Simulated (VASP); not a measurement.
Wanted: the native input for a VASP 6.6.1 run.

| Quantity | Value |
| --- | --- |
| Task | optical spectrum |
| Functional | PBE |
| Potentials or basis | VASP PAW PBE potentials, release 64 (Ta_pv) |
| Cutoff | 520 eV |
| k mesh | 22 × 22 × 22 |
| Occupations | methfessel-paxton, width 0.1 eV |
| Spin | non-collinear spin, zero start, spin-orbit coupling |
| Starting moments | [[0.0, 0.0, 0.0]] μB |
| Further INCAR settings | ALGO = Fast; EDIFF = 1e-07 |

The structure of Ta lies in POSCAR:

```
Ta                                      
1.0
   -1.6600000000      1.6600000000      1.6600000000
    1.6600000000     -1.6600000000      1.6600000000
    1.6600000000      1.6600000000     -1.6600000000
  Ta            
     1
Direct
     0.0000000000000000    0.0000000000000000    0.0000000000000000
```

The cell was built by a generator and needn't be a form met in nature.

The input as run:

INCAR

```
SYSTEM = Ta
PREC = Accurate ; ENCUT = 520
EDIFF = 1E-7 ; ISMEAR = 1
SIGMA = 0.1 ; LREAL = .FALSE.
LASPH = .TRUE. ; NELM = 80
ALGO = Fast ; ISIF = 2
LWAVE = .FALSE. ; LCHARG = .FALSE.
LNONCOLLINEAR = .TRUE. ; MAGMOM = 0 0 0
LORBIT = 11 ; LSORBIT = .TRUE.
GGA_COMPAT = .FALSE. ; LMAXMIX = 4
GGA = PE ; LOPTICS = .TRUE.
NEDOS = 2000 ; CSHIFT = 0.1
```

KPOINTS

```
Automatic mesh
0
G
  22 22 22
  0 0 0
```

Potentials or basis: VASP PAW PBE potentials, release 64 (Ta_pv).

Launch:

```sh
$ cat potpaw_PBE.64/Ta_pv/POTCAR > POTCAR
$ mpirun -np 1 vasp_ncl > vasp.out
```

It gave:

The pressure is -0.2 GPa and the net moment is 0.00 μB per cell. The valence electrons inside the program's atomic spheres are Ta 8.91.

Caveat: independent-particle spectra lack excitons.

Wall time 3.4 min on 1 thread of AMD EPYC 9R14 (Zen 4), on a shared host, peak memory 0.5 GiB.
